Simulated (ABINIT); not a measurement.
Runs of ABINIT 10.8.3 (patched build) on TiC. It takes space group Fm-3m (No. 225, cubic). Conventional cell: a = 4.331 Å, b = 4.331 Å, c = 4.331 Å, α = 90.00°, β = 90.00°, γ = 90.00°. Ti (site symmetry m-3m) has 6 C at 2.17 Å as nearest neighbours. C (site symmetry m-3m) is surrounded by 6 Ti at 2.17 Å. The cell is a database's computed one.

```tsv
task	level	potentials or basis	k mesh	cutoff (eV)	fine-grid cutoff	gap on the mesh (eV)	pressure (GPa)	V0 of scaled cells (Å³/atom)	B0 (GPa)
band structure	r2SCAN	JTH PAW LDA v2.0	11 × 11 × 11	653	1251.72 eV	none	3.0	-	-
band structure	PBEsol	PseudoDojo NC SR PBEsol v0.4 stringent	11 × 11 × 11	1143	-	none	-6.5	-	-
band structure	LDA	PseudoDojo NC SR LDA v0.4 stringent	11 × 11 × 11	1143	-	none	(b)	-	-
equation of state	AM05	JTH PAW PBE v2.0	11 × 11 × 11	517	1034.03 eV	-	-	(a)	269
band structure	BP86	JTH PAW PBE v2.0	11 × 11 × 11	517	1034.03 eV	none	1.8	-	-
single point	LDA	JTH PAW LDA v2.0	9 × 9 × 9	544	1088.46 eV	none	-11.9	-	-
equation of state	rPW86PBE	JTH PAW PBE v2.0	11 × 11 × 11	517	1034.03 eV	-	-	10.48	223
```

Alike in all rows: no spin polarisation; cell as given; smearing fermi-dirac 0.05 eV.

Estimate the missing entries.

(a) 9.88; (b) -12.3.

Caveats: the PAW data sets were made with another functional, which shifts forces and pressure a little (some runs); pressures at fixed basis lie under the slope of the energies (some runs).

A gap of «none» marks a metal or a gap under the smearing width.

Runs at the PBE level aren't shown here.
